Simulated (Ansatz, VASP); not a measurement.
One calculation of BN, two programs

```
CELL_PARAMETERS angstrom
2.55000 0.00000 0.00000
-1.27500 2.20836 0.00000
0.00000 0.00000 4.21000
ATOMIC_POSITIONS crystal
B 0.33333 0.66667 0.00000
B 0.66667 0.33333 0.50000
N 0.33333 0.66667 0.50000
N 0.66667 0.33333 0.00000
```

The cell was built by a generator and isn't the measured one.

Alike in both runs: task relaxation of cell and atoms; functional r2SCAN; k mesh 9 × 9 × 6; occupations gaussian, width 0.1 eV; no spin polarisation.

```csv
,VASP,Ansatz
version,VASP 6.6.1,Ansatz 0.2.0
potentials or method,"VASP PAW PBE potentials, release 64 (B, N)","scalar-relativistic, plane waves, PAW"
plane-wave cutoff (eV),600,600
valence electrons in the cell,16,16
```

|  | VASP | Ansatz | Ansatz less VASP |
| --- | --- | --- | --- |
| gap on the k mesh at the Fermi level, each at its own relaxed structure (eV) | 4.83 | 5.02 | +0.189 |
| relaxed volume (Å³/atom) | 7.83 | 9.30 | +1.467 |
| relaxed cell length with the largest relative difference (Å) | 5.778 | 6.872 | +1.0945 |
| energy change over the relaxation (meV/atom) | -469 | -544 | -74.5 |

One of these differences is far larger than is usual between the two programs; its cause wasn't traced.

Caveats: the volume moved by over 15 % at a fixed basis, so the end points are rough (VASP); the PAW data sets were made with another functional, which shifts forces and pressure a little (VASP); an odd mesh through Γ misses points on the zone boundary, where band edges often lie; the relaxation stopped at a loose force limit of 0.05 eV/Å, so its end isn't a converged minimum. r2SCAN opens gaps a little over a GGA but as a rule still falls short of measured ones.
